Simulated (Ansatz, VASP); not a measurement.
Cr in VASP and in Ansatz

File INCAR:

```
  PREC = Accurate
  ENCUT = 520
  EDIFF = 1E-7
  ISMEAR = 0
  SIGMA = 0.15
  LREAL = False
  LASPH = True
  NELM = 100
  ALGO = Fast
  ISIF = 2
  LWAVE = False
  LCHARG = True
  GGA = PE
  LELF = True
  LVHAR = True
  NBANDS = 12
```

File KPOINTS:

```
Automatic mesh
0
Gamma
  24 24 24
```

File POSCAR:

```
Cr
1.0
   -1.4996280000      1.4996280000      1.4419500000
    1.4996280000     -1.4996280000      1.4419500000
    1.4996280000      1.4996280000     -1.4419500000
Cr
1
Direct
    0.0000000000      0.0000000000      0.0000000000
```

Input for Ansatz:

```yaml
crystal:
  lattice:
    - [-1.499628, 1.499628, 1.44195]
    - [1.499628, -1.499628, 1.44195]
    - [1.499628, 1.499628, -1.44195]
  atoms:
    - { symbol: Cr, position: [0.0, 0.0, 0.0] }
basis:
  ecutwfc: 420
kpoints:
  mp_grid: { grid: [24, 24, 24] }
hamiltonian:
  xc: pbe
scf:
  occupations: { method: gaussian, width: 0.15 }
output:
  forces: true
  stress: true
  eigenvalues: true
```

Change from the starting cell: strain +0.040 along x and y, +0.000 along z, atoms carried along.

Alike in both runs: task single point; functional PBE; k mesh 24 × 24 × 24; occupations gaussian, width 0.15 eV; no spin polarisation.

```csv
,VASP,Ansatz
version,VASP 6.6.1,Ansatz 0.2.0
potentials or method,"VASP PAW PBE potentials, release 64 (Cr_pv)","scalar-relativistic, plane waves, PAW"
plane-wave cutoff (eV),520,420
valence electrons in the cell,12,14
```

|  | VASP | Ansatz | Ansatz less VASP |
| --- | --- | --- | --- |
| gap on the k mesh at the Fermi level (eV) | none | none | - |
| pressure (GPa) | -23.4 | -23.1 | +0.31 |
| largest component of the traceless stress (GPa) | 7.02 | 7.08 | +0.053 |

A gap of «none» marks a metal or a gap that the smearing closes. The functional is the same, so the differences come from potentials, cutoffs and numerics. The two sets of potentials don't hold the same shells in valence.

Caveats: so large a pressure means that the cell lies far from this level's equilibrium, or that cutoff or potentials fall short (VASP); the run has no spin polarisation, though such a crystal can be magnetic. Spin polarisation is off, so any magnetic state and its effect on volume and gap are missing.
